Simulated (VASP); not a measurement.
## ZrS2: relaxation of cell and atoms with PBE+D3(BJ)

The system is ZrS2.

```
Zr S
1.0
     3.63517    0.00000    0.00000
    -1.81759    3.14815    0.00000
     0.00000    0.00000    5.72501
Zr S
1 2
Direct
  0.00000 0.00000 0.00000
  0.66667 0.33333 0.74487
  0.33333 0.66667 0.25513
```

The cell is a database's computed one.

| Item | Value |
| --- | --- |
| Program | VASP 6.6.1 |
| Task | relaxation of cell and atoms |
| Functional | PBE |
| Dispersion | D3(BJ) |
| Potentials or basis | VASP PAW PBE potentials, release 64 (Zr_sv, S) |
| Cutoff | 600 eV |
| k mesh | 9 × 9 × 5 |
| Occupations | gaussian, width 0.03 eV |
| Spin | no spin polarisation |
| Further INCAR settings | ALGO = Normal; EDIFF = 1e-07; IBRION = 2; EDIFFG = -0.005; NSW = 90; ISIF = 3 |

The relaxed volume is 21.82 Å³/atom and the relaxed cell is a = 3.634 Å, b = 3.634 Å, c = 5.724 Å, α = 90.00°, β = 90.00°, γ = 120.00°. The space group after relaxing (to 0.05 Å) is P-3m1 (No. 164), the energy gained by relaxing is 0.0 meV/atom and the ionic steps are 4. The pressure after relaxing is 0.0 GPa and the largest force after relaxing is 0.005 eV/Å. The band gap on the k mesh is 0.70 eV, indirect (least direct gap 1.42 eV). The dispersion energy per atom is -0.363 eV.

Forces in eV/Å, atoms in the order of the input:
```
Zr   0.000  0.000  0.000
S    0.000  0.000 -0.005
S    0.000  0.000  0.005
```

Final structure:
```xyz
3
Lattice="3.6341 0.0000 0.0000 -1.8171 3.1473 0.0000 0.0000 0.0000 5.7240" Properties=species:S:1:pos:R:3 pbc="T T T"
Zr   -1.8171    3.1473    5.7240
S     1.8171    1.0491    4.2631
S     0.0000    2.0982    1.4609
```

Levels at points of the mesh, in eV from the valence-band top:
| k point | band 9 | band 10 | band 11 | band 12 | band 13 | band 14 | band 15 | band 16 |
| --- | --- | --- | --- | --- | --- | --- | --- | --- |
| (0.00, 0.00, 0.00) | -2.96 | -0.23 | -0.23 | 0.00 | 1.42 | 1.42 | 2.12 | 4.65 |

It took 82 s on 2 MPI ranks on Intel(R) Xeon(R) Platinum 8559C (Emerald Rapids) (shared host), peak memory 0.24 GiB a rank.

Caveat: an odd mesh through Γ misses points on the zone boundary, where band edges often lie.
